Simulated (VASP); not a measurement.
## MoS2: equation of state with LDA

The system is MoS2.

```xyz
3
Lattice="3.1511 0.0000 0.0000 -1.5756 2.7290 0.0000 0.0000 0.0000 5.7061" Properties=species:S:1:pos:R:3 pbc="T T T"
Mo    0.0000    0.0000    2.8530
S     1.5756    0.9097    4.4140
S     0.0000    1.8193    1.2921
```

Measurements of this composition are mostly on another form, of space group No. 194.

```yaml
Program: VASP 6.6.1
Task: equation of state
Functional: LDA
Potentials_or_basis: VASP PAW LDA potentials, release 64 (Mo_sv, S)
Cutoff: 520 eV
k_mesh: 8 × 8 × 4
Occupations: fermi-dirac, width 0.05 eV
Spin: no spin polarisation
Ladder: gaps
Further_INCAR_settings: ALGO = Normal; EDIFF = 1e-06
```

| Item | Value |
| --- | --- |
| Equilibrium volume | 16.37 Å³/atom |
| Bulk modulus at fixed shape and positions | 168 GPa |
| Pressure derivative of the bulk modulus | 4.3 (rough: it moves with the points fitted) |

Energy against volume, from the lowest point:
| volume (Å³/atom) | energy (meV/atom) |
| --- | --- |
| 15.702 | 15.19 |
| 16.029 | 3.78 |
| 16.356 | 0.00 |
| 16.683 | 3.10 |
| 17.010 | 12.38 |

All runs of the series together: 92 s on 1 thread of Intel(R) Xeon(R) Platinum 8488C (Sapphire Rapids), on a shared host.

Caveat: the cell was scaled at fixed shape and fractional positions, which overstates the stiffness of a crystal with free parameters, most of all of layers and chains.
